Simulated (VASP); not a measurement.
# A VASP 6.6.1 single-point calculation on KBr

INCAR

```
NSW = 0
IBRION = -1
ALGO = VeryFast
LCHARG = .FALSE.
ENCUT = 520
NBANDS = 15
SIGMA = 0.05
ISIF = 2
ISMEAR = -4
LREAL = .FALSE.
EDIFF = 1E-7
LASPH = .TRUE.
LWAVE = .FALSE.
NELM = 64
PREC = Accurate
GGA = PE
```

KPOINTS

```
KPOINTS created by Atomic Simulation Environment
0
Gamma
6 6 6
0 0 0
```

POSCAR

```
K  Br
 1.0000000000000000
     0.0553244894000000    3.6882992942000001    3.6882992942000001
     3.6882992942000001    0.0553244894000000    3.6882992942000001
     3.7436237835999999    3.7436237835999999    0.0000000000000000
 K   Br
   1   1
Cartesian
 -0.0000000000000000 -0.0000000000000000  0.0252036452624186
  1.8718118918000000  1.8718118917999997  1.8189460018375809
```

The recommended PBE PAW datasets give the neutral cell 16 valence electrons.

Command

```
mpirun -np 1 vasp_std
```

OSZICAR

```
N       E                     dE             d eps       ncg     rms          rms(c)
RMM:   1     0.139444050135E+03    0.13944E+03   -0.43804E+03   690   0.716E+02
RMM:   2     0.488371311381E+02   -0.90607E+02   -0.12034E+03   690   0.163E+02
RMM:   3     0.619314550359E+01   -0.42644E+02   -0.39396E+02   690   0.939E+01
RMM:   4    -0.389095822606E+01   -0.10084E+02   -0.89023E+01   690   0.545E+01
RMM:   5    -0.571937989876E+01   -0.18284E+01   -0.16279E+01   690   0.233E+01
RMM:   6    -0.610562393479E+01   -0.38624E+00   -0.35556E+00   690   0.112E+01
RMM:   7    -0.621875846229E+01   -0.11313E+00   -0.10735E+00   690   0.618E+00
RMM:   8    -0.626917651022E+01   -0.50418E-01   -0.47613E-01   690   0.409E+00
RMM:   9    -0.632463182677E+01   -0.55455E-01   -0.53458E-01  2619   0.301E+00
RMM:  10    -0.634664476539E+01   -0.22013E-01   -0.18363E-01  2700   0.161E+00
...
RMM:  24    -0.603421335531E+01   -0.44485E-05   -0.31610E-05  2486   0.272E-02    0.275E-03
RMM:  25    -0.603421564370E+01   -0.22884E-05   -0.18875E-05  2595   0.213E-02    0.335E-03
RMM:  26    -0.603421721670E+01   -0.15730E-05   -0.11237E-05  2518   0.161E-02    0.285E-03
RMM:  27    -0.603421819712E+01   -0.98043E-06   -0.67786E-06  2239   0.122E-02    0.272E-03
RMM:  28    -0.603421878050E+01   -0.58338E-06   -0.41611E-06  2187   0.947E-03    0.281E-03
RMM:  29    -0.603421913440E+01   -0.35389E-06   -0.25693E-06  2117   0.736E-03    0.299E-03
RMM:  30    -0.603421935357E+01   -0.21917E-06   -0.15859E-06  2033   0.573E-03    0.316E-03
RMM:  31    -0.603421951947E+01   -0.16590E-06   -0.99178E-07  1982   0.455E-03    0.250E-03
RMM:  32    -0.603421961943E+01   -0.99957E-07   -0.62511E-07  1896   0.354E-03
   1 F= -.60342196E+01 E0= -.60342196E+01  d E =0.000000E+00
```

From OUTCAR

```
k-points           NKPTS =     46   k-points in BZ     NKDIM =     46   number of bands    NBANDS=     15

   NELECT =      16.0000    total number of electrons

   dimension x,y,z NGX =    40 NGY =   40 NGZ =   40
   dimension x,y,z NGXF=    80 NGYF=   80 NGZF=   80

  energy-cutoff  :      520.00
  volume of cell :      100.33
      direct lattice vectors                 reciprocal lattice vectors
     0.055324489  3.688299294  3.688299294    -0.137628260  0.137628260  0.135563836
     3.688299294  0.055324489  3.688299294     0.137628260 -0.137628260  0.135563836
     3.743623784  3.743623784  0.000000000     0.133560429  0.133560429 -0.135563836

 k-points in reciprocal lattice and weights: KPOINTS created by Atomic Simulation Env
   0.00000000  0.00000000  0.00000000       0.005
   0.16666667  0.00000000  0.00000000       0.019
   0.33333333  0.00000000  0.00000000       0.019
   0.50000000  0.00000000  0.00000000       0.009
   0.16666667  0.16666667  0.00000000       0.009
   0.33333333  0.16666667  0.00000000       0.019
   0.50000000  0.16666667  0.00000000       0.019
  -0.33333333  0.16666667  0.00000000       0.019
   ...

 E-fermi :  -3.0656

 k-point     1 :       0.0000    0.0000    0.0000
  band No.  band energies     occupation
      1     -30.9196      2.00000
      2     -15.0049      2.00000
      3     -14.4187      2.00000
      4     -14.4165      2.00000
      5     -14.4153      2.00000
      6      -3.1657      2.00000
      7      -3.1453      2.00000
      8      -3.1219      2.00000
      9       1.1490      0.00000
     10       5.4810      0.00000
     11       5.4895      0.00000
     12       6.4461      0.00000
     13       6.5045      0.00000
     14       6.6748      0.00000
     15       7.1850      0.00000

 k-point     2 :       0.1667    0.0000    0.0000
  band No.  band energies     occupation
      1     -30.9192      2.00000
      2     -15.0635      2.00000
      3     -14.4193      2.00000
      4     -14.4169      2.00000
      5     -14.3531      2.00000
      6      -3.2500      2.00000
      7      -3.1608      2.00000
      8      -3.1363      2.00000
      9       1.5861      0.00000
     10       5.2065      0.00000
     11       5.2574      0.00000
     12       6.1311      0.00000
     13       6.7947      0.00000
     14       6.8906      0.00000
     15       7.0944      0.00000

 k-point     3 :       0.3333    0.0000    0.0000
  band No.  band energies     occupation
      1     -30.9185      2.00000
      2     -15.1557      2.00000
      3     -14.4228      2.00000
      4     -14.4201      2.00000
      5     -14.2495      2.00000
      6      -3.4392      2.00000
      7      -3.1518      2.00000
      8      -3.1361      2.00000
      9       2.5586      0.00000
     10       4.8603      0.00000
     11       4.9923      0.00000
     12       5.1411      0.00000
     13       6.4769      0.00000
     14       6.6231      0.00000
     15       6.7700      0.00000

 ...

  Total        0.1727069      0.1727069      0.1700599     -0.0417099      0.0000000      0.0000000
  in kB        2.7580963      2.7580963      2.7158255     -0.6660985      0.0000000      0.0000000
  external PRESSURE =       2.7440060 kB  Pullay stress =       0.0000000 kB

 POSITION                                       TOTAL-FORCE (eV/Angst)
 -----------------------------------------------------------------------------------
      3.74362      3.74362      0.02520         0.000000      0.000000      0.002520
      1.87181      1.87181      1.81895        -0.000000     -0.000000     -0.002520
 -----------------------------------------------------------------------------------
    total drift:                               -0.000000     -0.000000      0.000942

  FREE ENERGIE OF THE ION-ELECTRON SYSTEM (eV)
  ---------------------------------------------------
  free  energy   TOTEN  =        -6.0342196194 eV

  energy  without entropy=       -6.0342196194  energy(sigma->0) =       -6.03421962
```

It converged. Results: gap between bands v and c on the k mesh 4.26 eV; least direct gap on the k mesh 4.27 eV; pressure 0.3 GPa. Band v is the last that the valence electrons fill when counted band by band, and c is the next.

For comparison, a separate PBE run of the intended cell, on usual settings and not on those above, gives a gap of 4.26 eV on its mesh and a pressure of 0.3 GPa.

The run above took about 3.1 min on one core of a shared host (Intel Xeon Platinum 8488C) and held 0.28 GiB at most.
